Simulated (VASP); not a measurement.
Computed with LDA (Ceperley-Alder, Perdew-Zunger), VASP's LDA PAW potentials (set 64) (plane waves; VASP 6.6.1).

A VASP calculation is set up with these files.

**INCAR**
```
# general
SYSTEM  = CsBr
PREC    = Accurate
ENCUT   = 400
LREAL   = .False.   # projection in real space or not
LASPH   = .True.   # aspherical one-centre terms
ICHARG  = 11

# electronic loop
EDIFF   = 1E-7   # SCF stop (eV)
NELM    = 100   # most electronic steps
ALGO    = Normal
LMAXMIX = 4   # l cut-off of mixed one-centre charges

# smearing
ISMEAR  = 0   # Gaussian
SIGMA   = 0.05

# output
LWAVE   = .False.
LCHARG  = .False.
LORBIT  = 11   # lm-projected
```

File POSCAR:
```
CsBr
1
    4.1455202491     0.0000000000     0.0000000000
    0.0000000000     4.1455202491     0.0000000000
    0.0000000000     0.0000000000     4.1455202491
Cs Br
1 1
Direct
  0.0000000000   0.0000000000   0.0000000000
  0.5000000000   0.5000000000   0.5000000000
```

### KPOINTS
```
k-points along high-symmetry lines
15
Line-mode
Reciprocal
  0.000000   0.000000   0.000000 ! GAMMA
  0.000000   0.500000   0.000000 ! X

  0.000000   0.500000   0.000000 ! X
  0.500000   0.500000   0.000000 ! M

  0.500000   0.500000   0.000000 ! M
  0.000000   0.000000   0.000000 ! GAMMA

  0.000000   0.000000   0.000000 ! GAMMA
  0.500000   0.500000   0.500000 ! R

  0.500000   0.500000   0.500000 ! R
  0.000000   0.500000   0.000000 ! X

  0.500000   0.500000   0.500000 ! R
  0.500000   0.500000   0.000000 ! M
```

POTCAR, in this order: Cs_sv Br (LDA.64 set). Program: vasp_std. Read from the step before: CHGCAR.

The resulting files:

**OUTCAR**
```
 ion  position               nearest neighbor table
   1  0.000  0.000  0.000-
   2  0.500  0.500  0.500-
  LATTYP: Found a simple cubic cell.
 ALAT       =     4.1455202491
 Subroutine PRICEL returns:
 Original cell was already a primitive cell.
 Subroutine GETGRP returns: Found 48 space group operations
The static configuration has the point symmetry O_h .
The dynamic configuration has the point symmetry O_h .
 Subroutine INISYM returns: Found 48 space group operations
   k-points           NKPTS =     90   k-points in BZ     NKDIM =     90   number of bands    NBANDS=     12
   number of dos      NEDOS =    301   number of ions     NIONS =      2
   total plane-waves  NPLWV =  21952
   dimension x,y,z NGX =    28 NGY =   28 NGZ =   28
   dimension x,y,z NGXF=    56 NGYF=   56 NGZF=   56
   ions per type =               1   1
   PREC   = accura    normal or accurate (medium, high low for compatibility)
   ISTART =      0    job   : 0-new  1-cont  2-samecut
   ICHARG =     11    charge: 1-file 2-atom 10-const
   ISPIN  =      1    spin polarized calculation?
   LNONCOLLINEAR =      F non collinear calculations
   LSORBIT =      F    spin-orbit coupling
   INIWAV =      1    electr: 0-lowe 1-rand  2-diag
   ENCUT  =  400.0 eV  29.40 Ry    5.42 a.u.   6.76  6.76  6.76*2*pi/ulx,y,z
...
```

File OSZICAR:
```
       N       E                     dE             d eps       ncg     rms          rms(c)
DAV:   1     0.812747613623E+02    0.81275E+02   -0.59623E+03  2160   0.942E+02
DAV:   2    -0.117436291473E+01   -0.82449E+02   -0.76727E+02  3160   0.169E+02
DAV:   3    -0.679364980773E+01   -0.56193E+01   -0.55977E+01  2648   0.502E+01
DAV:   4    -0.684545925527E+01   -0.51809E-01   -0.51790E-01  2536   0.573E+00
DAV:   5    -0.684595992644E+01   -0.50067E-03   -0.50062E-03  2628   0.533E-01
DAV:   6    -0.684596945367E+01   -0.95272E-05   -0.95268E-05  2604   0.659E-02
DAV:   7    -0.684596970790E+01   -0.25423E-06   -0.25423E-06  2592   0.914E-03
DAV:   8    -0.684596971552E+01   -0.76182E-08   -0.76142E-08  2176   0.141E-03
   1 F= -.68459697E+01 E0= -.68459697E+01  d E =-.258532E-11
```

OUTCAR:
```
 val. band max:        0.1846106450   @ k =   0.0000   0.0000   0.0000

 cond. band min:       4.6919684287   @ k =   0.0000   0.0000   0.0000



 k-point     1 :       0.0000    0.0000    0.0000
  band No.  band energies     occupation
      1     -19.4640      2.00000
      2     -12.3749      2.00000
      3      -6.0040      2.00000
      4      -6.0040      2.00000
      5      -6.0040      2.00000
      6       0.1846      2.00000
      7       0.1846      2.00000
      8       0.1846      2.00000
      9       4.6920      0.00000
     10       4.6920      0.00000
     11       4.7253      0.00000
     12       9.5036      0.00000

 k-point     2 :       0.0000    0.0357    0.0000
  band No.  band energies     occupation
      1     -19.4630      2.00000
      2     -12.3755      2.00000
      3      -6.0112      2.00000
      4      -6.0020      2.00000
      5      -6.0020      2.00000
      6       0.1547      2.00000
      7       0.1806      2.00000
      8       0.1806      2.00000
      9       4.7012      0.00000
     10       4.7275      0.00000
     11       4.7657      0.00000
     12       9.5039      0.00000

 k-point     3 :       0.0000    0.0714    0.0000
  band No.  band energies     occupation
      1     -19.4598      2.00000
      2     -12.3772      2.00000
      3      -6.0321      2.00000
      4      -5.9961      2.00000
      5      -5.9961      2.00000
      6       0.0693      2.00000
      7       0.1689      2.00000
      8       0.1689      2.00000
      9       4.7288      0.00000
     10       4.8313      0.00000
     11       4.8846      0.00000
     12       9.4689      0.00000

 k-point     4 :       0.0000    0.1071    0.0000
  band No.  band energies     occupation
      1     -19.4547      2.00000
      2     -12.3801      2.00000
      3      -6.0652      2.00000
      4      -5.9867      2.00000
      5      -5.9867      2.00000
      6      -0.0611      2.00000
      7       0.1500      2.00000
...
```

The density is held fixed in this step, so its total energy and stress have no physical meaning. Unless said otherwise, spin-orbit coupling is left out, though it shifts the bands of the heavy elements here.

The structure comes from a computed database's CsBr entry (Pm-3m); how it stands against other phases isn't given here. It was relaxed first, which changed the volume by -12 %.
